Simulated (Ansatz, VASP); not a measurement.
**One calculation of Cu, two programs**

```xyz
1
Lattice="0.0000 1.7590 1.7590 1.7590 0.0000 1.7590 1.7590 1.7590 0.0000" Properties=species:S:1:pos:R:3 pbc="T T T"
Cu    0.0000    0.0000    0.0000
```

Alike in both runs: functional LDA; k mesh 38 × 38 × 38; occupations gaussian, width 0.1 eV; no spin polarisation.

Ansatz relaxed the structure, and its values are those at the end. VASP's run is a single point on that final structure, the one shown.

|  | VASP | Ansatz |
| --- | --- | --- |
| version | VASP 6.6.1 | Ansatz 0.2.0 |
| potentials or method | VASP PAW LDA potentials, release 64 (Cu) | scalar-relativistic, plane waves, PAW |
| plane-wave cutoff (eV) | 520 | 420 |
| valence electrons in the cell | 11 | 19 |

```tsv
	VASP	Ansatz	Ansatz less VASP
gap on the k mesh at the Fermi level (eV)	none	none	-
pressure (GPa)	0.8	0.0	-0.78
```

A gap of «none» marks a metal or a gap that the smearing closes. The two sets of potentials don't hold the same shells in valence.
